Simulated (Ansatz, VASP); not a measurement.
## One calculation of Ti, two programs

File INCAR:

```
ALGO     = Normal         # electronic algorithm
EDIFF    = 1E-7           # SCF threshold, eV
ENCUT    = 520            # plane-wave cutoff, eV
GGA      = PS             # functional
ISIF     = 2              # what is computed and relaxed
ISMEAR   = 0              # smearing method
LASPH    = T              # aspherical terms in the spheres
LCHARG   = F              # write CHGCAR
LREAL    = F              # projectors in reciprocal space
LWAVE    = F              # write WAVECAR
NBANDS   = 12             # bands
NELM     = 100            # most SCF steps
PREC     = Accurate       # precision mode
SIGMA    = 0.15           # smearing width, eV
```

Contents of KPOINTS:

```
k-points
0
Gamma
  20 20 20
```

The input POSCAR:

```
Ti
1.0
   -1.5917700000      1.5917700000      1.6410000000
    1.5917700000     -1.5917700000      1.6410000000
    1.5917700000      1.5917700000     -1.6410000000
Ti
1
Direct
    0.0000000000      0.0000000000      0.0000000000
```

Input for Ansatz:

```yaml
crystal:
  lattice:
    - [-1.59177, 1.59177, 1.641]
    - [1.59177, -1.59177, 1.641]
    - [1.59177, 1.59177, -1.641]
  atoms:
    - { symbol: Ti, position: [0.0, 0.0, 0.0] }
basis:
  ecutwfc: 420
kpoints:
  mp_grid: { grid: [20, 20, 20] }
hamiltonian:
  xc: pbesol
scf:
  occupations: { method: gaussian, width: 0.15 }
output:
  forces: true
  stress: true
  eigenvalues: true
```

Change from the starting cell: strain -0.030 along x and y, +0.000 along z, atoms carried along.

Alike in both runs: task single point; functional PBEsol; k mesh 20 × 20 × 20; occupations gaussian, width 0.15 eV; no spin polarisation.

```csv
,VASP,Ansatz
version,VASP 6.6.1,Ansatz 0.2.0
potentials or method,"VASP PAW PBE potentials, release 64 (Ti_sv)","scalar-relativistic, plane waves, PAW"
plane-wave cutoff (eV),520,420
valence electrons in the cell,12,12
```

```tsv
	VASP	Ansatz	Ansatz less VASP
gap on the k mesh at the Fermi level (eV)	none	none	-
pressure (GPa)	-0.8	-0.5	+0.26
largest component of the traceless stress (GPa)	0.39	0.39	+0.002
```

A gap of «none» marks a metal or a gap that the smearing closes. With one functional, cell and mesh, what is left measures potentials, basis and numerics.

Caveats: the PAW data sets were made with another functional, which shifts forces and pressure a little (VASP).
